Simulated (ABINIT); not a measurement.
A run of ABINIT 10.8.3 (patched build) is set up as follows.

Contents of run.abi:

```
# Datasets: ground state, then fixed potential
ndtset 2

# Pseudopotentials
pp_dirpath "./"
pseudos "Zr.GGA_PBE-JTH.xml, S.GGA_PBE-JTH.xml"

# Structure
acell 6.9757020403 6.9757020403 11.4159810467
rprim
     1.0000000000     0.0000000000     0.0000000000
    -0.5000000000     0.8660254038     0.0000000000
     0.0000000000     0.0000000000     1.0000000000
ntypat 2
znucl 40 16
natom 3
typat 1 2 2
xred
     0.0000000000     0.0000000000     0.0000000000
     0.3333333333     0.6666666667     0.2379099700
     0.6666666667     0.3333333333     0.7620900300

# Plane-wave basis
ecut 20.0
pawecutdg 40.0

# Exchange and correlation
ixc -116133

# Bands and occupations
occopt 3
tsmear 0.05 eV

# SCF cycle
nstep 100

# Output
iomode 3
prtwf 0
prteig 0
prtebands 0
prtden1 1

# Dataset 1
kptopt1 1
ngkpt1 8 8 5
nshiftk1 1
shiftk1 0.0 0.0 0.0
nband1 16
tolvrs1 1.0e-9

# Dataset 2: bands along G-M-K-G-A-L-H-A
iscf2 -2
getden2 1
nband2 22
nbdbuf2 4
tolwfr2 1.0e-11
kptopt2 -7
ndivsm2 6
prteig2 1
prtvol2 -3
kptbounds2
     0.0000000000     0.0000000000     0.0000000000
     0.5000000000     0.0000000000     0.0000000000
     0.3333333333     0.3333333333     0.0000000000
     0.0000000000     0.0000000000     0.0000000000
     0.0000000000     0.0000000000     0.5000000000
     0.5000000000     0.0000000000     0.5000000000
     0.3333333333     0.3333333333     0.5000000000
     0.0000000000     0.0000000000     0.5000000000
```

Potentials or basis: JTH PAW PBE v2.0.

Command:

```bash
$ abinit run.abi > log 2>&1
```

Q: Predict the largest force.

A: 0.157 eV/Å.

Q: Predict the pressure.

A: -2.6 GPa.

Q: What does it give for the band gap along the path?

A: 0.96 eV, indirect (least direct gap 1.58 eV).

Stress tensor (GPa, compression positive):
```
-3.18  0.00  0.00
 0.00 -3.18  0.00
 0.00  0.00 -1.45
```

Caveat: the PAW data sets were made with another functional, which shifts forces and pressure a little; this functional lacks dispersion, which binds the layers, so the pressure and a relaxed spacing across them are unreliable.

**Experimental background.**

From “Stress-Tuned Optical Transitions in Layered 1T-MX2 (M= Hf, Zr, Sn; X= S, Se) Crystals”, 2022, arxiv:2210.12074, for a bulk crystal of ZrS2: band gap 1.68 eV (indirect).

A measured gap of ZrS2 is 1.68 eV (indirect; quoted in “Stress-Tuned Optical Transitions in Layered 1T-MX2 (M= Hf, Zr, Sn; X= S, Se) Crystals”, 2022, arxiv:2210.12074); the calculated 0.96 eV misses it by -0.72 eV. Spin-orbit coupling on Zr is left out. The value is that of PBEsol, without temperature or zero-point motion. Semilocal functionals fall short of measured gaps as a rule. The cell is a database's relaxed one, not the measured one, which moves gaps too.
